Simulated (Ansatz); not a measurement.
Cu:

```
CELL_PARAMETERS angstrom
1.21846 -3.97638 0.00000
1.21846 3.97638 0.00000
0.00000 0.00000 2.47550
ATOMIC_POSITIONS crystal
Cu 0.86613 0.13387 0.75000
Cu 0.13387 0.86613 0.25000
```

This isn't the form of Cu at room conditions, which is fcc.

| Property | Result |
| --- | --- |
| Program | Ansatz 0.2.0 |
| Task | relaxation of cell and atoms |
| Functional | PBE |
| Potentials or basis | all-electron LAPW, scalar-relativistic |
| Basis error allowed | 0.001 eV/atom |
| k mesh | 11 × 11 × 11 |
| Occupations | fermi-dirac, width 0.05 eV |
| Spin | no spin polarisation |

At the start: volume 11.99 Å³/atom.

Where does the relaxation end?

Over 5 steps the energy falls by 11.3 meV/atom and the volume is 12.56 Å³/atom (+4.8 %); space group Cmcm (No. 63, to 0.05 Å).

The path:
```
step  energy change (eV)  largest force (eV/Å)  volume (Å³)
   1              0.0000                0.0481        23.99
   2             -0.0162                0.0203        24.51
   3             -0.0225                0.0028        25.07
   4             -0.0226                0.0002        25.13
   5             -0.0226                0.0000        25.13
```

Final structure:
```
Cu
1.0
     1.24049   -4.01651    0.00000
     1.24049    4.01651    0.00000
     0.00000    0.00000    2.52174
Cu
2
Cartesian
  1.2405 -2.9394 1.8913
  1.2405 2.9394 0.6304
```
